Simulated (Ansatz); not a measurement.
Input:

```
Sb2Te3
1.0
    2.10892     1.21759     9.80573
   -2.10892     1.21759     9.80573
    0.00000    -2.43517     9.80573
Sb Te
2 3
Direct
  0.39958   0.39958   0.39958
  0.60042   0.60042   0.60042
  0.00000   0.00000   0.00000
  0.20851   0.20851   0.20851
  0.79149   0.79149   0.79149
```

No spin polarisation.

Calculations: PBE-D3(BJ) in Ansatz (plane waves to 420 eV, PAW, no spin-orbit coupling), earlier PAW set. k-mesh 9×9×9 (Γ-centred); smearing 0.05 eV (Fermi–Dirac).

**Question.** What pressure (mean of the normal stresses, compression positive) does the calculation give?

**Answer.** 1.9 GPa.

**Question.** What space group does the calculation give?

**Answer.** R-3m (No. 166).

The cells carry an imposed strain or load. Stability against distortions was not tested. All final runs are without spin polarisation. The cell was made from Sb2Te3 in the Bi2Te3 type structure (space group R-3m, No. 166) by this change: isotropic strain −1.37 %.

Ansatz is a quantum-chemistry and plane-wave program.
